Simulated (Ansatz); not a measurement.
GaN:

```xyz
2
Lattice="2.9806 0.0000 0.0000 -1.4903 2.5813 0.0000 0.0000 0.0000 2.6834" Properties=species:S:1:pos:R:3 pbc="T T T"
Ga    1.4903    0.8604    1.3417
N     0.0000    0.0000    0.0000
```

The cell was built by a generator and needn't be a form met in nature.

- Program: Ansatz 0.2.0
- Task: relaxation of cell and atoms
- Functional: PBEsol0
- Potentials or basis: Ansatz PAW
- Cutoff: 420 eV (not typed: the program's choice for these potentials)
- k mesh: 5 × 5 × 5
- Occupations: fermi-dirac, width 0.05 eV
- Spin: no spin polarisation

At the start: volume 10.32 Å³/atom.

Problem. How do energy, volume and symmetry change on relaxing?

Solution. It ends after 8 steps and the volume is 9.55 Å³/atom (-7.5 %); space group P-6m2 (No. 187, to 0.05 Å).

The path:
```
step  energy change (eV)  largest force (eV/Å)  volume (Å³)
   1              0.0000                0.0000        20.65
   2             -0.0720                0.0000        19.48
   3             -0.0793                0.0000        18.99
   4             -0.0826                0.0000        19.13
   5             -0.0826                0.0000        19.12
   6             -0.0788                0.0000        19.12
   7             -0.0789                0.0000        19.11
   8             -0.0788                0.0000        19.11
```

Final structure:
```
CELL_PARAMETERS angstrom
2.89839 0.00000 0.00000
-1.44920 2.51008 0.00000
0.00000 0.00000 2.62622
ATOMIC_POSITIONS crystal
Ga 0.66667 0.33333 0.50000
N 0.00000 0.00000 0.00000
```

Caveat: the k mesh is coarse (spacing up to 0.49 Å⁻¹), so the values aren't converged, least of all with exact exchange; the plane-wave basis is chosen anew once the cell has moved, so the energies of steps on either side of that aren't comparable; the pressure holds a Pulay correction of +0.6 GPa for the finite cutoff; the PAW data sets come from PBE, with cores solved anew for the run's functional, which leaves a small shift of forces and pressure.
